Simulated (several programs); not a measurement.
BN (wurtzite) from semi-empirical methods to plane-wave DFT

BN in the wurtzite structure, relaxed with r2SCAN in Ansatz, was computed with several methods. It is hexagonal, P6_3mc (No. 186); a = 2.544 Å, c = 4.208 Å in the conventional setting, 5.90 Å³ an atom. Around B lie 4 N at 1.56–1.58 Å; around N lie 4 B at 1.56–1.58 Å. Spin-unpolarised throughout; all numbers are computed.

Space group P6_3mc (No. 186). a = 2.544 Å, b = 2.544 Å, c = 4.208 Å, α = 90.00°, β = 90.00°, γ = 120.00°

| atom | site | symmetry | x | y | z |
| --- | --- | --- | --- | --- | --- |
| B | 2b | 3m. | 0.3333 | 0.6667 | 0.0002 |
| N | 2b | 3m. | 0.3333 | 0.6667 | 0.3748 |

Gaps and times are for a single point on this cell; volume and bulk modulus come from each method's own relaxation or energy curve at fixed shape, which is too stiff where a cell has free coordinates or axes. Times are rough, from shared hosts (AMD EPYC 7R43 64-Core Processor; Arm Neoverse V1; Arm Neoverse V2), and each method has its own mesh and cell size. A double dagger marks a value from a curve with shape and coordinates held. PM6 (MOPAC), PM7 (MOPAC), GFN1-xTB (tblite), GFN2-xTB (tblite) treat a cluster of cells at its zone centre, which samples few k points: where these miss a band edge, the gap comes out too large for that reason alone. Gaps from k meshes are read at a limited set of points (mesh, symmetry points, PBE's band edges), so each method's own least gap may be somewhat smaller. Force fields have no electrons; where one was fitted to this phase, its volume and modulus reflect the fit. xTB and the PM methods were fitted mostly to molecules, and can miss a solid's gap by electronvolts. Minimal bases can be far off for gaps. Times of the plane-wave ladder aren't listed, since it ran on unlike processors and cards. G0W0 is at finite bands, cutoff and mesh. d marks a direct gap, i an indirect one (no mark: not told apart), a dash a value that wasn't computed or didn't pass its checks.

| method | kind | gap (eV) | own volume (Å³/atom) | bulk modulus (GPa) | atoms computed | processor time |
| --- | --- | --- | --- | --- | --- | --- |
| PBEsol | semilocal | – | 5.88 | – | 4 | – |
| BN.extep (LAMMPS) | force field | – | 5.63 | 402‡ | 4 | 0.12 s |
| BNC.tersoff (LAMMPS) | force field | – | 5.33 | 466‡ | 4 | 0.13 s |
| light PBE (260 eV and a coarse mesh) | light plane-wave | 5.27 i | – | – | 4 | 0.74 s |
| non-self-consistent DFTB (CP2K) | tight binding | 9.43 d | – | – | 4 | 1.1 s |
| LDA | semilocal | 4.98 i | 5.76 | – | 4 | – |
| PBE | semilocal | 5.21 i | 5.97 | 371‡ | 4 | – |
| GFN1-xTB (tblite) | tight binding | 9.59 | 5.91‡ | 388‡ | cluster | 4.4 s |
| r2SCAN | semilocal | 5.75 i | 5.90 | 392‡ | 4 | – |
| PM7 (MOPAC) | semi-empirical | 8.46 | 6.41‡ | 515‡ | cluster | 9.3 s |
| PBE/SZV (CP2K) | small basis | 9.16 d | 6.21‡ | 365‡ | 4 | 15 s |
| PM6 (MOPAC) | semi-empirical | 8.73 | – | – | cluster | 16 s |
| GFN2-xTB (tblite) | tight binding | 6.89 | 6.06‡ | 357‡ | cluster | 27 s |
| G0W0@LDA (140 eV screening cutoff) | many-body | 6.65 | – | – | 4 | – |
| LC-ωPBE | hybrid | 11.85 i | – | – | 4 | – |
| PBE/single zeta (GPAW) | small basis | 8.32 i | – | – | 4 | 42 s |
| G0W0@r2SCAN (140 eV screening cutoff) | many-body | 6.87 | – | – | 4 | – |
| PBE/DZVP (CP2K) | small basis | 5.29 i | 5.99‡ | 366‡ | 4 | 54 s |
| G0W0@HSE06 (140 eV screening cutoff) | many-body | 7.16 | – | – | 4 | – |
| PBE0 | hybrid | 7.29 i | – | – | 4 | – |
| HSE06 | hybrid | 6.53 i | 5.83 | – | 4 | – |
| DDH-PBE0 | hybrid | 7.01 i | – | – | 4 | – |
| r2SCAN0 | hybrid | 7.63 i | – | – | 4 | – |
| G0W0@PBE (220 eV screening cutoff) | many-body | 6.86 | – | – | 4 | – |

Against HSE06 (6.53 eV) and with closed or daggered gaps left aside, the nearest gap at the points sampled is that of G0W0@LDA (140 eV screening cutoff) (+0.12 eV) and the farthest that of LC-ωPBE (+5.32 eV). HSE06 is only a yardstick of convenience: for gaps this wide it usually falls short of measured ones, so a larger value can be the better one.

Volumes against r2SCAN's: PBEsol -0.3 %, BN.extep (LAMMPS) -4.5 %, BNC.tersoff (LAMMPS) -9.6 %, LDA -2.4 %, PBE +1.2 %, HSE06 -1.1 %.

Runs without a result: GLLB-SC (GPAW) (single point).
